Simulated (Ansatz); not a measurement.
# HgSe: the cost of one run

Method: reference: DFT, PBE, plane waves, PAW, in Ansatz 0.2.0.

5 further runs of the same task are left out: 5 that didn't finish.

**1. The system as given**

It takes space group F-43m (No. 216, cubic). The conventional cell has a = 6.185 Å, b = 6.185 Å, c = 6.185 Å, α = 90.00°, β = 90.00°, γ = 90.00°. Hg (site symmetry -43m) has 4 Se at 2.68 Å as nearest neighbours. Se (site symmetry -43m) is surrounded by 4 Hg at 2.68 Å.

Structure file:

```
CELL_PARAMETERS angstrom
0.00000 3.09267 3.09267
3.09267 0.00000 3.09267
3.09267 3.09267 0.00000
ATOMIC_POSITIONS crystal
Hg 0.00000 0.00000 0.00000
Se 0.25000 0.25000 0.25000
```

**2. Reference**

Input file input.yaml:

```yaml
crystal:
  lattice:
    - [0.0, 3.092665094, 3.092665094]
    - [3.092665094, 0.0, 3.092665094]
    - [3.092665094, 3.092665094, 0.0]
  atoms:
    - { symbol: Hg, position: [0.0, 0.0, 0.0] }
    - { symbol: Se, position: [0.25, 0.25, 0.25] }
kpoints:
  mp_grid: { grid: [6, 6, 6] }
hamiltonian:
  xc: pbe
scf:
  occupations: { method: fermi_dirac, width: 0.02 }
  n_extra_bands: 4
output:
  forces: true
  stress: true
  eigenvalues: true
  write_density: true
  write_potential: true
  elf: true
  volumetric_format: npy
```

Run with:

```
$ ansatz run input.yaml --threads 4 --pin off --max-ram 3686MiB --backend cpu --events-out ev --progress --plain --runs-dir out
```

Q: Estimate wall time and peak memory on 4 threads of an Arm CPU, shared host.

About 1.6 s, with a peak of 0.35 GiB.
